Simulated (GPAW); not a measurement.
## Ir in GPAW: convergence with convergence criteria

Ir:

```xyz
1
Lattice="0.0000 1.9156 1.9156 1.9156 0.0000 1.9156 1.9156 1.9156 0.0000" Properties=species:S:1:pos:R:3 pbc="T T T"
Ir    0.0000    0.0000    0.0000
```

```yaml
Program: GPAW 26.7.0
Task: convergence study
Functional: r2SCAN
Potentials_or_basis: GPAW PAW data sets (gpaw-data 1.2.1)
Cutoff: 600 eV
Basis: pw
k_mesh: 12 × 12 × 12
Occupations: fermi-dirac, width 0.05 eV
Spin: no spin polarisation
```

These are the settings of the first run; the series varies convergence criteria, with any setting tied to it.

Hardware: 1 thread of Intel(R) Xeon(R) 6975P-C (Granite Rapids), on a shared host.

```tsv
convergence criteria	energy less the tightest run, at zero smearing (meV/atom)	pressure (GPa)	SCF cycles	CPU time (s)	peak memory (GiB)
density=0.001 energy=0.01 eigenstates=0.0001	0.02	4.32	8	14	0.24
default	0.00	4.40	10	17	0.24
density=1e-05 energy=1e-05	0.00	4.39	11	18	0.24
density=1e-05 forces=0.0001	0.00	4.39	12	19	0.24
density=1e-06 energy=1e-06 eigenstates=1e-10	0.00	4.39	13	22	0.24
```

Against the tightest run, the energy stays within 1 meV/atom from density=0.001 energy=0.01 eigenstates=0.0001 on; the pressure stays within 0.1 GPa from density=0.001 energy=0.01 eigenstates=0.0001 on. The tightest run that finished is the yardstick and may itself not be fully converged.

Caveat, for the tightest run too: the PAW data sets were made with another functional, which shifts forces and pressure a little. Spin-orbit coupling is left out, which matters for the levels of Ir.
